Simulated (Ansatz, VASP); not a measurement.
Two plane-wave programs on Cl

Contents of INCAR:

```
ALGO     = Normal         # electronic algorithm
EDIFF    = 1E-6           # SCF threshold, eV
EDIFFG   = -0.005         # ionic threshold
ENCUT    = 600            # plane-wave cutoff, eV
GGA      = PE             # functional
IBRION   = 2              # ionic algorithm
ISIF     = 3              # what is computed and relaxed
ISMEAR   = -1             # smearing method
LASPH    = T              # aspherical terms in the spheres
LCHARG   = F              # write CHGCAR
LREAL    = F              # projectors in reciprocal space
LWAVE    = F              # write WAVECAR
NELM     = 80             # most SCF steps
NSW      = 60             # ionic steps
PREC     = Accurate       # precision mode
SIGMA    = 0.1            # smearing width, eV
```

KPOINTS

```
k-points
0
Gamma
  17 17 17
```

The input POSCAR:

```
Cl
1.0
   -1.7651741677      1.7651741677      1.7651741677
    1.7651741677     -1.7651741677      1.7651741677
    1.7651741677      1.7651741677     -1.7651741677
Cl
1
Direct
    0.0000000000      0.0000000000      0.0000000000
```

Input for Ansatz:

```yaml
crystal:
  lattice:
    - [-1.7651741677, 1.7651741677, 1.7651741677]
    - [1.7651741677, -1.7651741677, 1.7651741677]
    - [1.7651741677, 1.7651741677, -1.7651741677]
  atoms:
    - { symbol: Cl, position: [0.0, 0.0, 0.0] }
kpoints:
  mp_grid: { grid: [17, 17, 17] }
scf:
  occupations: { method: fermi_dirac, width: 0.1 }
hamiltonian:
  xc: pbe
  pseudopotentials: { kind: paw }
output:
  forces: true
  stress: true
  write_density: true
  write_potential: true
  elf: true
  volumetric_format: npy
relax:
  f_tol: 0.005
  max_steps: 40
  cell: {}
```

Alike in both runs: task relaxation of cell and atoms; functional PBE; k mesh 17 × 17 × 17; occupations fermi-dirac, width 0.1 eV; no spin polarisation.

```csv
,VASP,Ansatz
version,VASP 6.6.1,Ansatz 0.2.0
potentials or method,"VASP PAW PBE potentials, release 64 (Cl)","PAW with Ansatz's default frozen-core files, scalar-relativistic"
plane-wave cutoff (eV),600,420
valence electrons in the cell,7,7
```

```csv
,VASP,Ansatz,Ansatz less VASP
relaxed volume (Å³/atom),21.58,21.60,+0.018
relaxed cell length with the largest relative difference (Å),3.038,3.039,+0.0008
```

Caveats: an odd number of electrons without spin polarisation forces a metal; a magnetic or distorted state may lie lower.
